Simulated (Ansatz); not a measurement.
Gd in Ansatz: the effect of target pressure

Gd:

```xyz
1
Lattice="-2.0250 2.0250 2.0250 2.0250 -2.0250 2.0250 2.0250 2.0250 -2.0250" Properties=species:S:1:pos:R:3 pbc="T T T"
Gd    0.0000    0.0000    0.0000
```

This isn't the form of Gd at room conditions, which is hcp.

Alike in all runs:

```yaml
Program: Ansatz 0.2.0
Task: relaxation of cell and atoms
Functional: r2SCAN
Potentials_or_basis: Ansatz PAW
Cutoff: "500 eV (not typed: the program's choice for these potentials)"
k_mesh: 9 × 9 × 9
Occupations: fermi-dirac, width 0.05 eV
Spin: collinear spin, ferromagnetic start
Starting_moments: "[7.0] μB"
```

Each run relaxes the cell or the atoms first.

```tsv
target pressure	relaxed volume (Å³/atom)	moment (μB)
0 GPa	?	?
2 GPa	31.76	7.98
5 GPa	29.64	7.97
10 GPa	27.03	7.93
20 GPa	23.60	7.86
30 GPa	21.20	7.80
```

Problem. What does the run with target pressure 0 GPa give?

Solution. Relaxed volume 33.59 Å³/atom; moment 8.01 μB.

Worked out: In Murnaghan's law V^(-B') rises as a straight line in P. The other rows fit best with B' = 2.4, V0 = 33.41 Å³/atom and B0 = 37 GPa, which gives 33.41 Å³/atom at 0 GPa, against the run's 33.59. A straight line through the other rows of the moment, of slope -0.00664 μB per GPa, extrapolates to 8.00 μB, against the run's 8.01.

Caveats: the magnetic or orbital state may not be the lowest; the plane-wave basis is chosen anew once the cell has moved, so the energies of steps on either side of that aren't comparable; the PAW data sets come from PBE, with cores solved anew for the run's functional, which leaves a small shift of forces and pressure; the volume moved by over 15 % at a fixed basis, so the end points are rough (some runs).
